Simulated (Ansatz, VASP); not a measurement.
# Two plane-wave programs on Nb

```xyz
1
Lattice="-1.6681 1.6681 1.6681 1.6681 -1.6681 1.6681 1.6681 1.6681 -1.6681" Properties=species:S:1:pos:R:3 pbc="T T T"
Nb    0.0000    0.0000    0.0000
```

Alike in both runs: task single point; functional PBE; k mesh 11 × 11 × 11; occupations fermi-dirac, width 0.0005 eV; no spin polarisation.

|  | VASP | Ansatz |
| --- | --- | --- |
| version | VASP 6.6.1 | Ansatz 0.2.0 |
| potentials or method | VASP PAW PBE potentials, release 64 (Nb_sv) | PAW, plane waves, scalar-relativistic |
| plane-wave cutoff (eV) | 520 | 420 |
| valence electrons in the cell | 13 | 13 |

|  | VASP | Ansatz | Ansatz less VASP |
| --- | --- | --- | --- |
| pressure (GPa) | -3.3 | -2.9 | +0.35 |
